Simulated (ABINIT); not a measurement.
BaTiO3 (Barioperovskite): single point with LDA

BaTiO3 (Barioperovskite):

```xyz
5
Lattice="3.9855 0.0000 0.0000 0.0000 2.8369 2.8451 0.0000 -2.8369 2.8451" Properties=species:S:1:pos:R:3 pbc="T T T"
Ba    0.0000    0.0000    0.0000
Ti    1.9928    0.0000    2.9157
O     1.9928    1.3804    4.2594
O     1.9928   -1.3804    4.2594
O     0.0000    0.0000    2.7735
```

| Item | Value |
| --- | --- |
| Program | ABINIT 10.8.3 (patched build) |
| Task | single point |
| Functional | LDA |
| Potentials or basis | PseudoDojo NC SR LDA v0.4.1 standard |
| Cutoff | 952 eV |
| k mesh | 5 × 5 × 5 |
| Occupations | fermi-dirac, width 0.05 eV |
| Spin | no spin polarisation |

- Largest force: 0.331 eV/Å
- Band gap on the k mesh: 1.95 eV, indirect (least direct gap 2.01 eV)
- Valence electrons inside the program's atomic spheres: Ba 5.27; Ti 9.40; O 6.18

Forces in eV/Å, atoms in the order of the input:
```
Ba   0.000  0.000  0.165
Ti   0.000  0.000  0.260
O    0.000 -0.072 -0.323
O    0.000  0.072 -0.323
O    0.000  0.000  0.221
```

Levels at points of the mesh, in eV from the valence-band top:
```csv
k point,band 17,band 18,band 19,band 20,band 21,band 22,band 23,band 24
"(0.00, 0.00, 0.00)",-0.98,-0.22,-0.11,-0.06,1.95,2.01,2.18,4.27
```

It took 2.9 min on 1 thread of Arm Neoverse V1, on a shared host, peak memory 0.11 GiB.

Caveat: this release of the barium file is off; spin-orbit coupling is left out, which moves the levels of the heavy elements; an odd mesh through Γ misses points on the zone boundary, where band edges often lie. Expect the measured gap to be larger: semilocal functionals such as LDA lack the derivative discontinuity.
